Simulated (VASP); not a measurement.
This VASP 6.6.1 run on BN needs a look.

The input INCAR:

```
PREC = Accurate ; ENCUT = 400
EDIFF = 1E-6 ; ISMEAR = 0
SIGMA = 0.05 ; LREAL = F
LASPH = T ; NELM = 70
ALGO = Fast ; ISIF = 2
LWAVE = F ; LCHARG = F
GGA = CA ; IBRION = 2
NSW = 1 ; EDIFFG = -0.005
```

File KPOINTS:

```
regular mesh
0
Gamma
  12 12 4
```

POSCAR

```
BN
1.0
    2.4982400000      0.0000000000      0.0000000000
   -1.2491200000      2.1635393048      0.0000000000
    0.0000000000      0.0000000000      6.6357000000
N B
2 2
Selective dynamics
Direct
    0.6655120000      0.3235650000      0.2501950000  F F F
    0.3411180000      0.6741580000      0.7517110000  T T T
    0.6884460000      0.3384050000      0.7514470000  T T T
    0.3379730000      0.6760930000      0.2479460000  T T T
```

Potentials or basis: VASP PAW LDA potentials, release 64 (N_s, B_s).

The run is started by

```console
$ cat potpaw_LDA.64/N_s/POTCAR potpaw_LDA.64/B_s/POTCAR > POTCAR
$ mpirun -np 1 vasp_std > vasp.out
```

OUTCAR:

```text
PREC = Accurate
   ENCUT = 400
   EDIFF = 1E-6
   ISMEAR = 0
   LREAL = F
   LASPH = T
   NELM = 70
   ISIF = 2
   GGA = CA
   IBRION = 2
   NSW = 1
   EDIFFG = -0.005

 ion  position               nearest neighbor table
   1  0.666  0.324  0.250-   4 1.40   4 1.46   4 1.47
   2  0.341  0.674  0.752-   3 1.41   3 1.44   3 1.48
[... 578 lines left out ...]

  FORCE on cell =-STRESS in cart. coord.  units (eV):
  Direction    XX          YY          ZZ          XY          YZ          ZX
  --------------------------------------------------------------------------------------
  -------------------------------------------------------------------------------------
  Total       -0.6230315      0.8438076     -0.2382904      0.7049074      0.0296489     -0.0024148
  in kB      -27.8313915     37.6936592    -10.6446505     31.4888617      1.3244428     -0.1078721
  external PRESSURE =      -0.2607943 kB  Pullay stress =       0.0000000 kB

 VOLUME and BASIS-vectors are now :
 -----------------------------------------------------------------------------
  energy-cutoff  :      400.00
  volume of cell :       35.87
      direct lattice vectors                 reciprocal lattice vectors
     2.498240000  0.000000000  0.000000000     0.400281798  0.231102804  0.000000000
    -1.249120000  2.163539305  0.000000000     0.000000000  0.462205608  0.000000000
     0.000000000  0.000000000  6.635700000     0.000000000  0.000000000  0.150700002

 POSITION                                       TOTAL-FORCE (eV/Angst)
 -----------------------------------------------------------------------------------
      1.25844      0.70005      1.66022        -0.362816      1.987655     -0.197858
      0.01009      1.45857      4.98813         1.668090     -0.126840     -0.013633
      1.29719      0.73215      4.98638        -1.669434      0.124292      0.007699
     -0.00018      1.46275      1.64530         0.364160     -1.985106      0.203792
 -----------------------------------------------------------------------------------
    total drift:                                0.000112      0.000095     -0.000033

  FREE ENERGIE OF THE ION-ELECTRON SYSTEM (eV)
  ---------------------------------------------------
  free  energy   TOTEN  =       -38.3938685303 eV

  energy  without entropy=      -38.3938685303  energy(sigma->0) =      -38.39386853
```

On the terminal:

```text
POSCAR found type information on POSCAR N B
 POSCAR found :  2 types and       4 ions
 scaLAPACK will be used
 LDA part: xc-table for (Slater(with rela. corr.)+CA(PZ))
 , standard interpolation
 POSCAR, INCAR and KPOINTS ok, starting setup
 FFT: planning ... GRIDC
 FFT: planning ... GRID_SOFT
 FFT: planning ... GRID
 WAVECAR not read
 entering main loop
 curvature:   0.00 expect dE= 0.000E+00 dE for cont linesearch  0.000E+00
 trial: gam= 0.00000 g(F)=  0.469E+00 g(S)=  0.000E+00 ort = 0.000E+00 (trialstep = 0.100E+01)
 search vector abs. value=  0.469E+00
```

Problem. How did it end, and where is the flaw?

Solution. The run did not converge. The input holds a flaw that was put in on purpose: too few ionic steps (NSW = 1).
